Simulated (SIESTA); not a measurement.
**CoO under changes of volume**

One of the cells (11.640 Å³/atom); the others are scaled copies at fixed shape and fractional positions:

```
CELL_PARAMETERS angstrom
1.61283 0.93117 2.58347
-1.61283 0.93117 2.58347
0.00000 -1.86234 2.58347
ATOMIC_POSITIONS crystal
Co 0.99898 0.99898 0.99898
O 0.75102 0.75102 0.75102
```

Measurements of this composition are mostly on another form, of space group No. 225.

| Quantity | Value |
| --- | --- |
| Program | SIESTA 5.4.2 |
| Functional | PBEsol |
| Potentials or basis | PseudoDojo 0.4 standard (PBEsol files) |
| Basis | DZP (energy shift 0.003 Ry; two zetas on semicore shells) |
| Grid cutoff | 800 Ry |
| Energy shift | 0.003 Ry |
| k mesh | 10 × 10 × 10 |
| Occupations | fermi-dirac, width 0.05 eV |
| Spin | collinear spin, ferromagnetic start |
| Starting moments | [2.0, 0.0] μB |

```tsv
volume (Å³/atom)	energy over the lowest point (meV/atom)	pressure (GPa)	moment (μB per cell)	largest force (eV/Å)
10.727	0.00	-0.1	2.46	0.339
10.955	1.44	-2.1	2.62	0.301
11.183	5.51	-4.2	2.74	0.273
11.640	23.23	-8.6	2.88	0.232
11.868	36.75	-10.6	2.92	0.215
12.096	?	?	?	?
```

Question: What does the run at 12.096 Å³/atom give?

Answer: Energy over the lowest point 53.17 meV/atom; pressure -12.6 GPa; moment 2.95 μB per cell; largest force 0.196 eV/Å.

Worked out: A Birch-Murnaghan fit of order 3 (a polynomial in V^(-2/3)) to the other rows has its minimum at 10.73 Å³/atom, just outside them, with B0 = V·E''(V) = 86 GPa (rough, since the energies scatter) at fixed shape and positions, which overstates the stiffness. It gives 53.57 meV/atom at 12.096 Å³/atom, against the run's 53.17, and -dE/dV = -12.9 GPa, against -12.6. A parabola through the other rows of the moment, of slope -0.0821 μB per Å³/atom there, extrapolates to 2.91 μB, against the run's 2.95. The fit is too stiff a form for this range.

Energies are extrapolated to zero smearing.

Caveats: short orbitals over semicore shells can move pressures by several GPa; the basis of atomic orbitals isn't converged, which shifts pressures, moduli and gaps; a cell with one magnetic atom can't hold antiferromagnetic order, which such compounds often take.
